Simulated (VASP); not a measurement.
H, 1 atom in the cell. The structure is tetragonal, space group P4/mmm (No. 123). The conventional cell has a = 2.650 Å, b = 2.650 Å, c = 0.980 Å, α = 90.00°, β = 90.00°, γ = 90.00°. H (site symmetry 4/mmm) has 2 H at 0.98 Å as nearest neighbours. 

```yaml
Program: VASP 6.6.1
Task: band structure
Functional: PBE
Dispersion: TS-HI
Potentials_or_basis: VASP PAW PBE potentials, release 64 (H)
Cutoff: 520 eV
k_mesh: 10 × 10 × 26
Occupations: gaussian, width 0.05 eV
Spin: no spin polarisation
Monkhorst-Pack_mesh: yes
Further_INCAR_settings: ALGO = Fast; EDIFF = 1.00e-06; ISYM = 0
```

Potentials or basis: VASP PAW PBE potentials, release 64 (H).

Command:

```sh
$ python run.py
```

Hardware: 1 thread of Intel(R) Xeon(R) Platinum 8375C CPU @ 2.90GHz (Ice Lake) (shared host).

Problem. Estimate the wall time of this run.

Solution. Run time: 19 s on 1 thread of Intel(R) Xeon(R) Platinum 8375C CPU @ 2.90GHz (Ice Lake), with other jobs on the host, peak memory 0.1 GiB. Counts: scf iterations 6, k points 60.
